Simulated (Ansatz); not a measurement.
## MgS (P6_3mc) at 2 levels of theory

One geometry, relaxed with PBE+D3(BJ); plane waves with PAW potentials in Ansatz, scalar-relativistic. No spin polarisation. Gaps are the least over mesh and band path; pressure is positive in compression.

```
Mg S
1.0
     3.99126    0.00000    0.00000
    -1.99563    3.45653    0.00000
     0.00000    0.00000   12.91185
Mg S
4 4
Direct
  0.66667 0.33333 0.03825
  0.00000 0.00000 0.28733
  0.00000 0.00000 0.78733
  0.33333 0.66667 0.53825
  0.66667 0.33333 0.22688
  0.00000 0.00000 0.97650
  0.00000 0.00000 0.47650
  0.33333 0.66667 0.72688
```

```
     level  cutoff (eV)  k mesh  gap (eV)  pressure (GPa)
PBE+D3(BJ)          420   6×6×2      3.56             0.0
```

Problem. What comes out on the same cell with PBEsol?

Solution.
```csv
level,cutoff (eV),k mesh,gap (eV),pressure (GPa)
PBEsol,420,6×6×2,3.38,0.8
```

The cell was found from a structure generator's guess, not taken from experiment.
